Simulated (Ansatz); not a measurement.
## Ag: equation of state with PBE+D3(BJ)

The system is Ag.

```
Ag
1.0
     0.00000    2.04275    2.04275
     2.04275    0.00000    2.04275
     2.04275    2.04275    0.00000
Ag
1
Direct
  0.00000 0.00000 0.00000
```

- Program: Ansatz 0.2.0
- Task: equation of state
- Functional: PBE
- Dispersion: D3(BJ)
- Potentials or basis: Ansatz PAW
- Cutoff: 420 eV
- Density cutoff: 1680 eV
- k mesh: 11 × 11 × 11
- Occupations: fermi-dirac, width 0.05 eV
- Spin: no spin polarisation

- Equilibrium volume: 16.84 Å³/atom
- Bulk modulus: 112 GPa
- Pressure derivative of the bulk modulus: 6.1

Energy against volume, from the lowest point:
```csv
volume (Å³/atom),energy (meV/atom)
16.025,15.24
16.366,4.68
16.707,0.00
17.048,0.45
17.389,5.33
17.730,14.04
18.071,26.05
```

All runs of the series together: 3 s on 2 threads of Arm Neoverse V2 (shared host).
